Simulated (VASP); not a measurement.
A run of VASP 6.6.1 is set up as follows.

The input run.py:

```python
from ase import Atoms
from ase.calculators.vasp import Vasp
from ase.dft.bandgap import bandgap

atoms = Atoms(
    ['Mo', 'S', 'S'],
    cell=[[1.58, 0.9122134253, 6.15], [-1.58, 0.9122134253, 6.15], [0.0, -1.8244268506, 6.15]],
    scaled_positions=[[0.0, 0.0, 0.0], [0.417, 0.417, 0.417], [0.25, 0.25, 0.25]],
    pbc=True,
)
calc = Vasp(
    directory='calc',
    xc='pbesol',
    pp='PBE',
    setups='gw',
    prec='Accurate',
    encut=550,
    ediff=1e-06,
    ismear=0,
    sigma=0.1,
    lreal=False,
    lasph=True,
    nelm=100,
    algo='Normal',
    isif=2,
    lwave=False,
    lcharg=False,
    kpts=[10, 10, 10],
    gamma=True,
    nbands=20,
)
atoms.calc = calc

print('energy (eV):', atoms.get_potential_energy())
print('free energy (eV):', atoms.get_potential_energy(force_consistent=True))
print('forces (eV/A):')
print(atoms.get_forces())
print('stress (eV/A^3, Voigt):', atoms.get_stress())
print('Fermi level (eV):', calc.get_fermi_level())
gap, top, bottom = bandgap(calc)
print('band gap (eV):', gap, 'from (spin, k, band)', top, 'to', bottom)
```

Potentials or basis: VASP PAW PBE potentials, release 64 (Mo_sv_GW, S_GW).

The run is started by

```bash
$ python run.py
```

Task: Predict the pressure.

Result: 0.2 GPa.

Task: Predict the largest force.

Result: 0.279 eV/Å.

Task: Predict the band gap on the k mesh.

Result: 0.91 eV, indirect (least direct gap 1.96 eV).

Forces on the atoms (eV/Å):
```
Mo   0.000  0.000  0.086
S    0.000  0.000  0.193
S    0.000  0.000 -0.279
```

Caveat: the PAW data sets were made with another functional, which shifts forces and pressure a little. A k mesh can miss the band edges.
